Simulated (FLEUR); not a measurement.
## KCl under changes of volume

One of the cells (28.294 Å³/atom); the others are scaled copies at fixed shape and fractional positions:

```
CELL_PARAMETERS angstrom
3.83920 0.00000 0.00000
0.00000 3.83920 0.00000
0.00000 0.00000 3.83920
ATOMIC_POSITIONS crystal
K 0.00000 0.00000 0.00000
Cl 0.50000 0.50000 0.50000
```

Measurements of this composition are mostly on another form, of space group No. 225.

```yaml
Program: FLEUR MaX-R8.1 (later development tree)
Functional: LDA
Potentials_or_basis: all-electron
Basis: FLAPW
Kmax: 4.1 1/bohr
k_mesh: 7 × 7 × 7
Occupations: fermi-dirac, width 0.05 eV
Spin: no spin polarisation
```

```tsv
volume (Å³/atom)	energy over the lowest point (meV/atom)	gap on the mesh (eV)
26.596	0.00	4.66
27.162	8.70	4.56
28.294	29.23	4.39
29.426	53.03	4.24
29.991	?	?
```

Task: What does the run at 29.991 Å³/atom give?

Result: Energy over the lowest point 65.87 meV/atom; gap on the mesh 4.17 eV.

Worked out: A Birch-Murnaghan fit of order 2 (a polynomial in V^(-2/3)) to the other rows has no minimum within the range. It gives 65.93 meV/atom at 29.991 Å³/atom, against the run's 65.87. A straight line through the other rows of the gap, of slope -4.14 eV per unit of ln V, extrapolates to 4.16 eV, against the run's 4.17.

Energies are extrapolated to zero smearing.

Caveats: an odd mesh through Γ misses points on the zone boundary, where band edges often lie.
